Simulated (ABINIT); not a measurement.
# Pd (P6_3/mmc) in ABINIT: relaxation of cell and atoms with r2SCAN

Aim: the relaxation of cell and atoms of Pd with r2SCAN.

Program: ABINIT 10.8.3 (patched build). These are calculated values, not measurements. Logs are shortened: lines on timing, memory, paths and dates and some standing lists are left out, and cuts for length are marked. The log counts tension as positive stress, the text compression.

**1. The crystal as given**

It takes space group P6_3/mmc (No. 194, hexagonal). The conventional cell has a = 2.784 Å, b = 2.784 Å, c = 4.629 Å, α = 90.00°, β = 90.00°, γ = 120.00°. Pd (site symmetry -6m2) has 12 Pd at 2.78 to 2.82 Å as nearest neighbours.

This isn't the form of Pd at room conditions, which is fcc.

**2. Relaxation of cell and atoms, r2SCAN**

Contents of run.abi:

```
pp_dirpath "./"
pseudos "Pd.GGA_PBE-JTH.xml"

acell 2.7836650458 2.7836650458 4.628893 Angstrom
rprim
     1.0000000000     0.0000000000     0.0000000000
    -0.5000000000     0.8660254038     0.0000000000
     0.0000000000     0.0000000000     1.0000000000
ntypat 1
znucl 46
natom 2
typat 1 1
xred
     0.3333333333     0.6666666667     0.2500000000
     0.6666666667     0.3333333333     0.7500000000
chkprim 0
chksymtnons 0
tolsym 1.0e-6

ecut 707.496042 eV
pawecutdg 48.0
pawovlp -1

kptopt 1
ngkpt 11 11 6
nshiftk 1
shiftk 0.0 0.0 0.0

ixc -497498
usekden 1
pawxcdev 0

nband 22
occopt 3
tsmear 0.05 eV

nstep 100
tolvrs 1.0e-7

iomode 3
prtwf 0
prtden 0
prteig 0
prtebands 0

ionmov 2
ntime 60
tolmxf 0.0001
optcell 2
dilatmx 1.08
ecutsm 0.5
```

Potentials or basis: JTH PAW PBE v2.0.

Launch:

```bash
mpirun --bind-to none -np 4 abinit run.abi > log 2>&1
```

run.abo:

```text
.Version 10.8.3 of ABINIT
 Symmetries : space group P6_3/m m c (#194); Bravais hP (primitive hexag.)
================================================================================
 Values of the parameters that define the memory need of the present run
     intxc =       0    ionmov =       2      iscf =      17    lmnmax =      18
     lnmax =       6     mgfft =      45  mpssoang =       3    mqgrid =    3001
     natom =       2  nloc_mem =       2    nspden =       1   nspinor =       1
    nsppol =       1      nsym =      24    n1xccc =       1    ntypat =       1
    occopt =       3   xclevel =       2
       mpw =        1702          nfft =       40500          nkpt =          64
Pmy_natom=         1
 PAW method is used; the additional fine FFT grid is defined by:
   mgfftf=        60    nfftf =     77760
================================================================================
================================================================================

--------------------------------------------------------------------------------
------------- Echo of variables that govern the present computation ------------
--------------------------------------------------------------------------------
 -outvars: echo values of preprocessed input variables --------
            acell      5.2603645628E+00  5.2603645628E+00  8.7473400361E+00 Bohr
              amu      1.06420000E+02
          chkprim           0
      chksymtnons           0
          dilatmx      1.08000000E+00
             ecut      2.60000000E+01 Hartree
           ecutsm      5.00000000E-01 Hartree
           ionmov           2
                       outvar_i_n : Printing only first  50 k-points.
              ixc     -497498
                       outvar_i_n : Printing only first  50 k-points.
         kptrlatt       11    0    0      0   11    0      0    0    6
          kptrlen      5.24840402E+01
            natom           2
            nband          22
            ngfft          30      30      45
          ngfftdg          36      36      60
             nkpt          64
            nstep         100
             nsym          24
            ntime          60
           ntypat           1
                       prtocc : prtvol=0, do not print more k-points.
           occopt           3
          optcell           2
        pawecutdg      4.80000000E+01 Hartree
          pawovlp     -1.0000000000E+00
         pawxcdev           0
           prtden           0
        prtebands           0
           prteig           0
          prtkden           1
            prtwf           0
            rprim      1.0000000000E+00  0.0000000000E+00  0.0000000000E+00
                      -5.0000000000E-01  8.6602540380E-01  0.0000000000E+00
                       0.0000000000E+00  0.0000000000E+00  1.0000000000E+00
          spgroup         194
           tolmxf      1.00000000E-04
           tolsym      1.00000000E-06
           tolvrs      1.00000000E-07
[... 732 lines left out ...]
    1     -0.00000000000000     1.59238063702474     1.15325014254783
    2      1.37904208413309     0.79619031851237     3.45975042764349

 cartesian forces (hartree/bohr) at end:
    1      0.00000000000000    -0.00000000000000    -0.00000000000000
    2     -0.00000000000000     0.00000000000000    -0.00000000000000
 frms,max,avg= 2.4247005E-28 3.9521007E-28   0.000E+00  0.000E+00  0.000E+00 h/b

 cartesian forces (eV/Angstrom) at end:
    1      0.00000000000000    -0.00000000000000    -0.00000000000000
    2     -0.00000000000000     0.00000000000000    -0.00000000000000
 frms,max,avg= 1.2468311E-26 2.0322519E-26   0.000E+00  0.000E+00  0.000E+00 e/A
 length scales=  5.212023710225  5.212023710295  8.717307696318 bohr
              =  2.758084168266  2.758084168303  4.613000570191 angstroms
 Fermi (or HOMO) energy (hartree) =   0.40482   Average Vxc (hartree)=  -0.47473
 Eigenvalues (hartree) for nkpt=  64  k points:
 kpt#   1, nband= 22, wtk=  0.00138, kpt=  0.0000  0.0000  0.0000 (reduced coord)
  -2.76752   -2.76582   -1.48212   -1.47268   -1.47268   -1.47088   -1.47088   -1.46873
   0.14916    0.21333    0.29730    0.30489    0.30489    0.31734    0.31734    0.34347
   0.34347    0.39452    0.39452    0.45181    0.66424    1.06243
      occupation numbers for kpt#   1
   2.00000    2.00000    2.00000    2.00000    2.00000    2.00000    2.00000    2.00000
   2.00000    2.00000    2.00000    2.00000    2.00000    2.00000    2.00000    2.00000
   2.00000    1.99269    1.99269    0.00000    0.00000    0.00000
 prteigrs : prtvol=0 or 1, do not print more k-points.

--- !EnergyTerms
iteration_state     : {dtset: 1, itime: 6, icycle: 1, }
comment             : Components of total free energy in Hartree
kinetic             :  2.67439802532089E+01
hartree             :  3.01370728725473E+01
xc                  : -7.91547641744606E+00
Ewald energy        : -1.99911452497058E+02
psp_core            :  1.59868961205614E+01
local_psp           : -1.02327638610244E+02
PAW spherical_terms :  1.22423340619358E+01
internal            : -2.25044284216495E+02
'-kT*entropy'       : -1.59814938568496E-03
total_energy        : -2.25045882365881E+02
total_energy_eV     : -6.12381042812559E+03
...

--- !EnergyTermsDC
iteration_state     : {dtset: 1, itime: 6, icycle: 1, }
comment             : '"Double-counting" decomposition of free energy'
band_energy         : -2.25517679353675E+01
Ewald energy        : -1.99911452497058E+02
psp_core            :  1.59868961205614E+01
xc_dc               : -2.83246065503546E+01
PAW spherical_terms :  9.75656208835132E+00
internal            : -2.25044368773868E+02
'-kT*entropy'       : -1.59814938568496E-03
total_energy_dc     : -2.25045966923253E+02
total_energy_dc_eV  : -6.12381272904891E+03
...

--- !EnergyTermsWithPAWCore
iteration_state     : {dtset: 1, itime: 6, icycle: 1, }
comment             : 'Components of total free energy, including PAW core contributions'
Total energy        : -1.00929996757187E+04
Total energy DC     : -1.00929997602761E+04
Total energy (eV)   : -2.74644512556543E+05
Total energy DC (eV): -2.74644514857466E+05
...

 Cartesian components of stress tensor (hartree/bohr^3)
  sigma(1 1)=  2.78500099E-08  sigma(3 2)=  0.00000000E+00
  sigma(2 2)=  2.78472084E-08  sigma(3 1)=  0.00000000E+00
  sigma(3 3)= -3.66430302E-07  sigma(2 1)=  0.00000000E+00

-Cartesian components of stress tensor (GPa)         [Pressure=  3.0474E-03 GPa]
- sigma(1 1)=  8.19375580E-04  sigma(3 2)=  0.00000000E+00
- sigma(2 2)=  8.19293156E-04  sigma(3 1)=  0.00000000E+00
- sigma(3 3)= -1.07807517E-02  sigma(2 1)=  0.00000000E+00

== END DATASET(S) ==============================================================
================================================================================

 -outvars: echo values of variables after computation  --------
            acell      5.2120237102E+00  5.2120237103E+00  8.7173076963E+00 Bohr
           etotal     -2.2504596692E+02
            fcart      1.4207100304E-28 -3.9521007162E-28 -0.0000000000E+00
                      -1.4207100304E-28  3.9521007162E-28 -0.0000000000E+00
            rprim      1.0000000000E+00  0.0000000000E+00  0.0000000000E+00
                      -4.9999999999E-01  8.6602540379E-01  0.0000000000E+00
                       0.0000000000E+00  0.0000000000E+00  1.0000000000E+00
           strten      2.7850009882E-08  2.7847208373E-08 -3.6643030182E-07
                       0.0000000000E+00  0.0000000000E+00  0.0000000000E+00
           xangst     -1.6140875612E-16  1.5923806370E+00  1.1532501425E+00
                       1.3790420841E+00  7.9619031851E-01  3.4597504276E+00
             xred      3.3333333333E-01  6.6666666667E-01  2.5000000000E-01
                       6.6666666667E-01  3.3333333333E-01  7.5000000000E-01
 Calculation completed.
```

Wall time 6.4 min (4 MPI ranks of Arm Neoverse V2, shared host); peak memory 0.6 GiB.

What came out:

```yaml
Free_energy: -6123.8127 eV
Relaxed_volume: 15.19 Å³/atom
Relaxed_cell: a = 2.758 Å, b = 2.758 Å, c = 4.613 Å, α = 90.00°, β = 90.00°, γ = 120.00°
Space_group_after_relaxing_to_0.05_Å: P6_3/mmc (No. 194)
Energy_gained_by_relaxing: 5.7 meV/atom
Ionic_steps: 6
Pressure_after_relaxing: 0.0 GPa
Band_gap_on_the_k_mesh: none (metal or under the smearing width)
Valence_electrons_inside_the_program's_atomic_spheres: Pd 16.91 (radii [1.3291] Å)
```

The path:
```
step  energy change (eV)  largest force (eV/Å)  pressure (GPa)  volume (Å³)
   1              0.0000                0.0000           -3.57        31.06
   2             -0.0074                0.0000           -1.83        30.73
   3             -0.0112                0.0000            0.07        30.38
   4             -0.0111                0.0000            0.02        30.38
   5             -0.0115                0.0000            0.03        30.39
   6             -0.0115                0.0000            0.00        30.39
```

Final structure:
```xyz
2
Lattice="2.7581 0.0000 0.0000 -1.3790 2.3886 0.0000 0.0000 0.0000 4.6130" Properties=species:S:1:pos:R:3 pbc="T T T"
Pd    0.0000    1.5924    1.1533
Pd    1.3790    0.7962    3.4598
```

Caveat: totals of a meta-GGA on PAW files have another zero than those of a GGA; the PAW data sets were made with another functional, which shifts forces and pressure a little.
